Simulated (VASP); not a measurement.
# InAgTe2 (I-42d) in VASP: a series of runs

One crystal, InAgTe2, is run at these levels: PBE+D3(BJ), PBE; tasks: relaxation of cell and atoms.

Everything below comes from runs of VASP 6.6.1. Logs are shortened: lines on timing, memory, paths and dates and some standing lists are left out, and cuts for length are marked.

### 1 The crystal as given

Symmetry: I-42d, No. 122, tetragonal system. Conventional cell: a = 6.467 Å, b = 6.467 Å, c = 12.633 Å, α = 90.00°, β = 90.00°, γ = 90.00°. In (site symmetry -4) is surrounded by 4 Te at 2.74 Å. Ag (site symmetry -4) has 4 Te at 2.82 Å as nearest neighbours. Around Te (site symmetry 2) lie 2 In at 2.74 Å and 2 Ag at 2.82 Å.

### 2 Relaxation of cell and atoms, PBE+D3(BJ)

File INCAR:

```
SYSTEM = InAgTe2
PREC     = Accurate       ! precision mode
ENCUT    = 600            ! plane-wave cutoff, eV
EDIFF    = 1E-6           ! SCF threshold, eV
ISMEAR   = 0              ! smearing method
SIGMA    = 0.03           ! smearing width, eV
LREAL    = .False.        ! projectors in reciprocal space
LASPH    = .True.         ! aspherical terms in the spheres
NELM     = 80             ! most SCF steps
ALGO     = Normal         ! electronic algorithm
ISIF     = 3              ! what is computed and relaxed
LWAVE    = .False.        ! write WAVECAR
LCHARG   = .False.        ! write CHGCAR
GGA      = PE             ! functional
IVDW     = 12             ! dispersion correction
IBRION   = 2              ! ionic algorithm
NSW      = 90             ! ionic steps
EDIFFG   = -0.01          ! ionic threshold
KPAR     = 2
```

File KPOINTS:

```
regular mesh
0
Gamma
  8 8 8
  0 0 0
```

File POSCAR:

```
InAgTe2
1.0
   -3.2336000000      3.2336000000      6.3165500000
    3.2336000000     -3.2336000000      6.3165500000
    3.2336000000      3.2336000000     -6.3165500000
In Ag Te
2 2 4
Direct
    0.5000000000      0.5000000000      0.0000000000
    0.2500000000      0.7500000000      0.5000000000
    0.0000000000      0.0000000000      0.0000000000
    0.7500000000      0.2500000000      0.5000000000
    0.3750000000      0.3868000000      0.5118000000
    0.6132000000      0.1250000000      0.9882000000
    0.8750000000      0.8632000000      0.4882000000
    0.1368000000      0.6250000000      0.0118000000
```

Potentials or basis: VASP PAW PBE potentials, release 64 (In_d, Ag, Te).

Launch:

```bash
$ cat potpaw_PBE.64/In_d/POTCAR potpaw_PBE.64/Ag/POTCAR potpaw_PBE.64/Te/POTCAR > POTCAR
$ mpirun -np 2 vasp_std > vasp.out
```

OUTCAR:

```text
SYSTEM = InAgTe2
   PREC = Accurate
   ENCUT = 600
   EDIFF = 1E-6
   ISMEAR = 0
   LREAL = .False.
   LASPH = .True.
   NELM = 80
   ISIF = 3
   GGA = PE
   IVDW = 12
   IBRION = 2
   NSW = 90
   EDIFFG = -0.01
 IVDW          = 12

 ion  position               nearest neighbor table
   1  0.500  0.500  0.000-   7 2.74   6 2.74   5 2.74   8 2.74
   2  0.250  0.750  0.500-   6 2.74   5 2.74   7 2.74   8 2.74
   3  0.000  0.000  0.000-   7 2.82   6 2.82   8 2.82   5 2.82
   4  0.750  0.250  0.500-   6 2.82   5 2.82   7 2.82   8 2.82
   5  0.375  0.387  0.512-   1 2.74   2 2.74   4 2.82   3 2.82
   6  0.613  0.125  0.988-   2 2.74   1 2.74   4 2.82   3 2.82
   7  0.875  0.863  0.488-   1 2.74   2 2.74   3 2.82   4 2.82
   8  0.137  0.625  0.012-   1 2.74   2 2.74   3 2.82   4 2.82

  LATTYP: Found a body centered tetragonal cell.
 ALAT       =     6.4672000000
 C/A-ratio  =     1.9534110589

  Lattice vectors:

 A1 = (  -3.2336000000,   3.2336000000,   6.3165500000)
 A2 = (   3.2336000000,  -3.2336000000,   6.3165500000)
 A3 = (   3.2336000000,   3.2336000000,  -6.3165500000)

Analysis of symmetry for initial positions (statically):
=====================================================================
 Subroutine PRICEL returns:
 Original cell was already a primitive cell.

 Routine SETGRP: Setting up the symmetry group for a
 body centered tetragonal supercell.

 Subroutine GETGRP returns: Found  8 space group operations
 (whereof  4 operations were pure point group operations)
 out of a pool of 16 trial point group operations.

The static configuration has the point symmetry S_4 .
 The point group associated with its full space group is D_2d.

Analysis of symmetry for dynamics (positions and initial velocities):
=====================================================================
 Subroutine PRICEL returns:
 Original cell was already a primitive cell.

 Routine SETGRP: Setting up the symmetry group for a
 body centered tetragonal supercell.

 Subroutine GETGRP returns: Found  8 space group operations
 (whereof  4 operations were pure point group operations)
 out of a pool of 16 trial point group operations.

The dynamic configuration has the point symmetry S_4 .
 The point group associated with its full space group is D_2d.

 Subroutine INISYM returns: Found  8 space group operations
 (whereof  4 operations are pure point group operations),
 and found     1 'primitive' translations

----------------------------------------------------------------------------------------

                                     Primitive cell

  volume of cell :     264.1877

  direct lattice vectors                    reciprocal lattice vectors
    -3.233600000  3.233600000  6.316550000     0.000000000  0.154626423  0.079157135
     3.233600000 -3.233600000  6.316550000     0.154626423  0.000000000  0.079157135
     3.233600000  3.233600000 -6.316550000     0.154626423  0.154626423  0.000000000

  length of vectors
     7.798149897  7.798149897  7.798149897     0.173710053  0.173710053  0.218674784

  position of ions in fractional coordinates (direct lattice)
     0.500000000  0.500000000  0.000000000
     0.250000000  0.750000000  0.500000000
     0.000000000  0.000000000  0.000000000
     0.750000000  0.250000000  0.500000000
     0.375000000  0.386800000  0.511800000
     0.613200000  0.125000000  0.988200000
     0.875000000  0.863200000  0.488200000
     0.136800000  0.625000000  0.011800000

  ion indices of the primitive-cell ions
   primitive index   ion index
                 1           1
                 2           2
                 3           3
                 4           4
                 5           5
                 6           6
                 7           7
                 8           8

----------------------------------------------------------------------------------------

 KPOINTS: regular mesh

Automatic generation of k-mesh.
 Grid dimensions read from file:
 generate k-points for:    8    8    8

 Generating k-lattice:

  Cartesian coordinates                     Fractional coordinates (reciprocal lattice)
     0.000000000  0.019328303  0.009894642     0.125000000 -0.000000000  0.000000000
     0.019328303  0.000000000  0.009894642    -0.000000000  0.125000000  0.000000000
     0.019328303  0.019328303  0.000000000     0.000000000  0.000000000  0.125000000

  Length of vectors
     0.021713757  0.021713757  0.027334348

  Shift w.r.t. Gamma in fractional coordinates (k-lattice)
     0.000000000  0.000000000  0.000000000

 Subroutine IBZKPT returns following result:
 ===========================================

 Found     59 irreducible k-points:

 Following reciprocal coordinates:
            Coordinates               Weight
  0.000000  0.000000  0.000000      1.000000
  0.125000  0.000000  0.000000      8.000000
  0.250000  0.000000  0.000000      8.000000
  0.375000 -0.000000  0.000000      8.000000
  0.500000  0.000000  0.000000      4.000000
  0.125000  0.125000  0.000000      8.000000
[... 16 lines left out ...]
  0.250000  0.125000  0.125000     16.000000
  0.375000  0.125000  0.125000      8.000000
 [... further k-points ...]
   k-points           NKPTS =     59   k-points in BZ     NKDIM =     59   number of bands    NBANDS=     43
   number of dos      NEDOS =    301   number of ions     NIONS =      8
   total plane-waves  NPLWV = 262144
   dimension x,y,z NGX =    64 NGY =   64 NGZ =   64
   dimension x,y,z NGXF=   128 NGYF=  128 NGZF=  128
   ions per type =               2   2   4
   NGX,Y,Z   is equivalent  to a cutoff of  13.64, 13.64, 13.64 a.u.
   NGXF,Y,Z  is equivalent  to a cutoff of  27.29, 27.29, 27.29 a.u.
 SYSTEM =  InAgTe2
   PREC   = accura    normal or accurate (medium, high low for compatibility)
   ISTART =      0    job   : 0-new  1-cont  2-samecut
   ICHARG =      2    charge: 1-file 2-atom 10-const
   ISPIN  =      1    spin polarized calculation?
   LNONCOLLINEAR =      F non collinear calculations
   LSORBIT =      F    spin-orbit coupling
   LASPH  =      T    aspherical Exc in radial PAW
   ENCUT  =  600.0 eV  44.10 Ry    6.64 a.u.  15.57 15.57 15.57*2*pi/ulx,y,z
   NELM   =     80;   NELMIN=  2; NELMDL= -5     # of ELM steps
   EDIFF  = 0.1E-05   stopping-criterion for ELM
   LREAL  =      F    real-space projection
   EDIFFG = -.1E-01   stopping-criterion for IOM
   NSW    =     90    number of steps for IOM
   IBRION =      2    ionic relax: 0-MD 1-quasi-New 2-CG
   NFREE  =      1    steps in history (QN), initial steepest desc. (CG)
   ISIF   =      3    stress and relaxation
   ISYM   =      2    0-nonsym 1-usesym 2-fastsym
   POTIM  = 0.5000    time-step for ionic-motion
   TEBEG  =    0.0;   TEEND  =   0.0 temperature during run
   PSTRESS=    0.0 pullay stress
   NELECT =      72.0000    total number of electrons
   NUPDOWN=      -1.0000    fix difference up-down
   EMIN   =  10.00;   EMAX   =-10.00  energy-range for DOS
   EFERMI =   0.00;   METHOD = LEGACY
   ISMEAR =     0;   SIGMA  =   0.03  broadening in eV -4-tet -1-fermi 0-gaus
   EFERMI_NEDOS =   21; number of points for ismear=-14 and -15
   IALGO  =     38    algorithm
   IMIX   =      4    mixing-type and parameters
     AMIX     =   0.40;   BMIX     =  1.00
     AMIX_MAG =   1.60;   BMIX_MAG =  1.00
  volume/ion in A,a.u.               =      33.02       222.85
  Fermi-wavevector in a.u.,A,eV,Ry     =   1.061406  2.005766 15.328085  1.126582
  Thomas-Fermi vector in A             =   2.196821
   LORBIT       =      0    0 simple, 1 ext, 2 COOP (PROOUT), +10 PAW based schemes
   GGA     = PE    functional components
   LHFCALC =     F    Hartree Fock is set to
   AEXX    =    0.0000 exact exchange contribution
   IVDW    =    12    specifies the selected vdW correction
   LEPSILON=     F    determine dielectric tensor
   LRPA    =     F    only Hartree local field effects (RPA)
 conjugate gradient relaxation of ions
 non-spin polarized calculation
 Gauss-broadening in eV      SIGMA  =   0.03
  energy-cutoff  :      600.00
  volume of cell :      264.19
 maximum number of plane-waves:      8846
 NGX is ok and might be reduce to    64
   NGX = 31   NGY = 31   NGZ = 31

--------------------------------------- Ionic step        1  -------------------------------------------

 number of electron      71.9999997 magnetization

 Free energy of the ion-electron system (eV)
  ---------------------------------------------------
  ext. energy  EPLUGINS =         0.00000000
  ---------------------------------------------------
  free energy    TOTEN  =       -25.11851211 eV

  energy without entropy =      -25.11851211  energy(sigma->0) =      -25.11851211

------------------------ aborting loop because EDIFF is reached ----------------------------------------

 Edisp (eV)   -2.83806

 E8    (eV) :    -1.3131

  FORCE on cell =-STRESS in cart. coord.  units (eV):
  Direction    XX          YY          ZZ          XY          YZ          ZX
  --------------------------------------------------------------------------------------
  -------------------------------------------------------------------------------------
  Total       2.14573     2.14573     1.96459     0.00000     0.00000     0.00000
  in kB      13.01288    13.01288    11.91435     0.00000     0.00000     0.00000
  external pressure =       12.65 kB  Pullay stress =        0.00 kB
[... 115 lines left out ...]
  FREE ENERGIE OF THE ION-ELECTRON SYSTEM (eV)
  ---------------------------------------------------
  free  energy   TOTEN  =       -28.0984923661 eV

  energy  without entropy=      -28.0984923638  energy(sigma->0) =      -28.09849236

[... ionic steps 4 to 8 ...]

--------------------------------------- Ionic step        9  -------------------------------------------

 number of electron      71.9999990 magnetization

------------------------ aborting loop because EDIFF is reached ----------------------------------------

 Edisp (eV)   -2.79958

 E8    (eV) :    -1.2948
[... 81 lines left out ...]
  energy  without entropy=      -28.1865713757  energy(sigma->0) =      -28.18657157

--------------------------------------- Ionic step       11  -------------------------------------------

 number of electron      71.9999993 magnetization

 Free energy of the ion-electron system (eV)
  ---------------------------------------------------
  ext. energy  EPLUGINS =         0.00000000
  ---------------------------------------------------
  free energy    TOTEN  =       -25.39117390 eV

  energy without entropy =      -25.39117373  energy(sigma->0) =      -25.39117382

 E-fermi :   4.5819     XC(G=0):  -8.6863

 val. band max:        4.5086477105   @ k =   0.0000   0.0000   0.0000
 cond. band min:       4.6551132901   @ k =   0.0000   0.0000   0.0000
 fundamental gap:      0.1464655796
 Fermi energy:         4.5818806546

 k-point     1 :       0.0000    0.0000    0.0000
  band No.  band energies     occupation
      1     -10.3084      2.00000
      2     -10.3034      2.00000
      3     -10.3034      2.00000
      4     -10.2403      2.00000
      5     -10.2256      2.00000
      6     -10.2256      2.00000
[... 1093 lines left out ...]
     42       8.3946      0.00000
     43       8.5124      0.00000

 [... further k-points ...]

------------------------ aborting loop because EDIFF is reached ----------------------------------------

 Edisp (eV)   -2.79608

 E8    (eV) :    -1.2931

  FORCE on cell =-STRESS in cart. coord.  units (eV):
  Direction    XX          YY          ZZ          XY          YZ          ZX
  --------------------------------------------------------------------------------------
  -------------------------------------------------------------------------------------
  Total      -0.06426    -0.06426     0.01712     0.00000     0.00000    -0.00000
  in kB      -0.38464    -0.38464     0.10248     0.00000     0.00000    -0.00000
  external pressure =       -0.22 kB  Pullay stress =        0.00 kB
[... 23 lines left out ...]
  FREE ENERGIE OF THE ION-ELECTRON SYSTEM (eV)
  ---------------------------------------------------
  free  energy   TOTEN  =       -28.1872586288 eV

  energy  without entropy=      -28.1872584580  energy(sigma->0) =      -28.18725854

 reached required accuracy - stopping structural energy minimisation
```

Wall time 34 min (2 MPI ranks of Intel Xeon 6975P-C (Granite Rapids), shared host); peak memory 1.1 GiB.

What came out:

```yaml
Free_energy: -28.1873 eV
Relaxed_volume: 33.46 Å³/atom
Relaxed_cell: a = 7.857 Å, b = 7.857 Å, c = 7.857 Å, α = 131.34°, β = 131.34°, γ = 71.28°
Space_group_after_relaxing_to_0.05_Å: I-42d (No. 122)
Energy_gained_by_relaxing: 28.8 meV/atom
Ionic_steps: 11
Pressure_after_relaxing: 0.0 GPa
Largest_force_after_relaxing: 0.009 eV/Å
Band_gap_on_the_k_mesh: 0.15 eV, direct
Dispersion_energy_per_atom: -0.350 eV
```

Forces on the atoms (eV/Å):
```
In   0.000  0.000  0.000
In   0.000  0.000  0.000
Ag   0.000  0.000  0.000
Ag   0.000  0.000  0.000
Te  -0.009  0.000  0.000
Te   0.000  0.009  0.000
Te   0.009  0.000  0.000
Te   0.000 -0.009  0.000
```

Step by step:
| step | energy change (eV) | largest force (eV/Å) | pressure (GPa) | volume (Å³) |
| --- | --- | --- | --- | --- |
| 1 | 0.0000 | 0.9133 | 1.26 | 264.19 |
| 2 | -0.1376 | 0.4764 | -0.74 | 274.28 |
| 3 | -0.1419 | 0.4079 | -0.98 | 276.09 |
| 4 | -0.2090 | 0.2225 | -0.37 | 270.78 |
| 5 | -0.2280 | 0.0567 | 0.18 | 266.61 |
| 6 | -0.2280 | 0.0471 | 0.19 | 266.38 |
| 7 | -0.2280 | 0.0389 | 0.21 | 266.18 |
| 8 | -0.2296 | 0.0185 | -0.03 | 267.50 |
| 9 | -0.2296 | 0.0135 | 0.00 | 267.39 |
| 10 | -0.2300 | 0.0078 | -0.01 | 267.46 |
| 11 | -0.2307 | 0.0087 | -0.02 | 267.67 |

Final structure:
```yaml
crystal:
  lattice:
    - [-3.23725, 3.23725, 6.38547]
    - [3.23725, -3.23725, 6.38547]
    - [3.23725, 3.23725, -6.38547]
  atoms:
    - { symbol: In, position: [0.50000, 0.50000, 0.00000] }
    - { symbol: In, position: [0.25000, 0.75000, 0.50000] }
    - { symbol: Ag, position: [0.00000, 0.00000, 0.00000] }
    - { symbol: Ag, position: [0.75000, 0.25000, 0.50000] }
    - { symbol: Te, position: [0.37500, 0.36808, 0.49308] }
    - { symbol: Te, position: [0.63192, 0.12500, 0.00692] }
    - { symbol: Te, position: [0.87500, 0.88192, 0.50692] }
    - { symbol: Te, position: [0.11808, 0.62500, 0.99308] }
```

Caveat: spin-orbit coupling is left out, which moves the levels of the heavy elements. Zero-point motion and thermal expansion aren't in these numbers.

(Part 1 of 3 ends here.)
